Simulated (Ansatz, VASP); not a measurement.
**One calculation of Mg, two programs**

File INCAR:

```
SYSTEM = Mg
ALGO = Normal
EDIFF = 1E-6
ENCUT = 520
GGA = CA
ISIF = 2
ISMEAR = -1
LASPH = .TRUE.
LCHARG = .FALSE.
LREAL = .FALSE.
LWAVE = .FALSE.
NBANDS = 9
NELM = 100
PREC = Accurate
SIGMA = 0.05
```

The input KPOINTS:

```
k-points
0
G
  10 10 5
  0 0 0
```

Contents of POSCAR:

```
Mg
1.0
    3.2515324747      0.0000000000      0.0000000000
   -1.6257662373      2.8159097243      0.0000000000
    0.0000000000      0.0000000000      5.2788644417
Mg
2
Direct
    0.6666666667      0.3333333333      0.7500000000
    0.3333333333      0.6666666667      0.2500000000
```

File input.yaml:

```yaml
crystal:
  lattice:
    - [3.2515324747, 0.0, 0.0]
    - [-1.6257662373, 2.8159097243, 0.0]
    - [0.0, 0.0, 5.2788644417]
  atoms:
    - { symbol: Mg, position: [0.6666666667, 0.3333333333, 0.75] }
    - { symbol: Mg, position: [0.3333333333, 0.6666666667, 0.25] }
kpoints:
  mp_grid: { grid: [10, 10, 5] }
scf:
  occupations: { method: fermi_dirac, width: 0.05 }
hamiltonian:
  xc: lda
  pseudopotentials: { kind: all_electron, lapw: { basis_error: 0.001 } }
output:
  forces: true
  stress: true
  eigenvalues: true
```

Change from the starting cell: volume scaled by 1.04.

Alike in both runs: task single point; functional LDA; k mesh 10 × 10 × 5; occupations fermi-dirac, width 0.05 eV; no spin polarisation.

|  | VASP | Ansatz |
| --- | --- | --- |
| version | VASP 6.6.1 | Ansatz 0.2.0 |
| potentials or method | VASP PAW LDA potentials, release 64 (Mg) | all-electron LAPW, scalar-relativistic |
| plane-wave cutoff (eV) | 520 | see its input |

VASP gave:

```
gap on the k mesh at the Fermi level (eV)       : none
pressure (GPa)                                  : -3.7
largest component of the traceless stress (GPa) : 0.90
```

Question: Which values does Ansatz return?

Answer: gap on the k mesh at the Fermi level (eV): none; pressure (GPa): -3.4; largest component of the traceless stress (GPa): 0.91.

A gap of «none» marks a metal or a gap that the smearing closes. Ansatz ran all-electron here, so the differences hold the error of VASP's frozen core and of both bases.
